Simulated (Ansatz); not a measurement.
# H2S: the cost of one run

Method: DFT PBE+D3(BJ), scalar-relativistic, plane waves, PAW, in Ansatz 0.2.0.

## (1) The starting structure

Bond lengths: S1–H2 1.416 Å, S1–H3 1.409 Å. Angles: H2–S1–H3 93.3°.

Structure file:

```xyz
3

S     6.9749    7.7503    7.5046
H     5.9735    6.7497    7.4869
H     8.0265    6.8122    7.5131
```

## (2) Relaxation

File input.yaml:

```yaml
crystal:
  lattice:
    - [14.0, 0.0, 0.0]
    - [0.0, 14.5, 0.0]
    - [0.0, 0.0, 15.0]
  atoms:
    - { symbol: S, position: [0.4982104572, 0.5345026285, 0.5003087187] }
    - { symbol: H, position: [0.4266767002, 0.4654973715, 0.4991264741] }
    - { symbol: H, position: [0.5733232998, 0.4698038059, 0.5008735259] }
  symmetry: { detect: false }
basis:
  ecutwfc: 420
kpoints:
  mp_grid: { grid: [1, 1, 1] }
hamiltonian:
  xc: pbe
  dispersion: d3bj
scf:
  occupations: { method: gaussian, width: 0.005 }
output:
  forces: true
  eigenvalues: true
relax:
  adjacent_minimum: "off"
  f_tol: 0.01
  max_steps: 120
```

On the command line:

```sh
$ ansatz run input.yaml --threads 4 --pin off --max-ram 11264MiB --backend cpu --events-out ev --progress --plain --runs-dir out
```

**Question.** How long does this run take on 4 threads of Arm Neoverse V1, shared host, and how much memory does it need?

About 15 s, with a peak of 1.3 GiB.
